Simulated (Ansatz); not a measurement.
BaHfO3: start and end of a relaxation

A trial structure of BaHfO3 was built thus: random cell by space group and Wyckoff sites (P6/mmm, No. 191). Lengths were set from tabulated atomic sizes, so they are only a guess.

POSCAR.start

```
Ba Hf O
1.0
     4.38798    0.00000    0.00000
    -2.19399    3.80010    0.00000
     0.00000    0.00000    5.95343
Ba Hf O
1 1 3
Cartesian
  0.0000 0.0000 2.9767
  0.0000 0.0000 0.0000
  2.1940 0.0000 0.0000
  -1.0970 1.9000 0.0000
  1.0970 1.9000 0.0000
```

Theory: Ansatz 0.2.0, DFT PBE, scalar-relativistic, plane waves, PAW. Cutoff 420 eV, Gaussian smearing, Γ-centred meshes. Cell and atoms relax first on a coarse mesh and then on a finer one. In between, the cell is made exact in the group found at 0.06 Å. In metals the finer mesh still leaves noise of several meV/atom or more. The steps can't lower the symmetry of their start. No spin polarisation.

POSCAR.end

```
Ba Hf O
1.0
     4.31769    0.00000    0.00000
    -2.15885    3.73923    0.00000
     0.00000    0.00000    7.09599
Ba Hf O
1 1 3
Cartesian
  0.0000 0.0000 3.5480
  0.0000 0.0000 0.0000
  2.1588 0.0000 0.0000
  -1.0794 1.8696 0.0000
  1.0794 1.8696 0.0000
```

The symmetry stays P6/mmm (No. 191). The volume per atom grows by 15.4 %, from 19.9 to 22.9 Å³. The shortest distance goes from 2.19 Å (Hf–O and O–O) to 2.16 Å (Hf–O and O–O). The ratio c/a of the conventional cell changes by a factor of 1.21. The energy falls by about 0.11 eV/atom (the start's value is from the coarse mesh).

```json
{
  "Volume per atom": "22.91 Å³",
  "Density": "5.27 g/cm³",
  "Energy over the elements": "−0.87 eV/atom",
  "Gap on the 12×12×6 mesh of the 5-atom cell": "0 eV (a metal)"
}
```

Energies over the elements count from the elements' standard structures at the same level (O₂ as a molecule), with no fitted energy shifts.

The last run used Gaussian smearing of 0.10 eV. These runs have no spin–orbit coupling, which can matter for Hf. Symmetry constrained the relaxation, so the result can be a saddle point. In all, the 3 runs took 3.8 min on 1 thread of Arm Neoverse V1, on a shared host. Another cell of BaHfO3 relaxed alike, in Pm-3m, lies 2.45 eV/atom lower, so this cell isn't the stable form at this level.
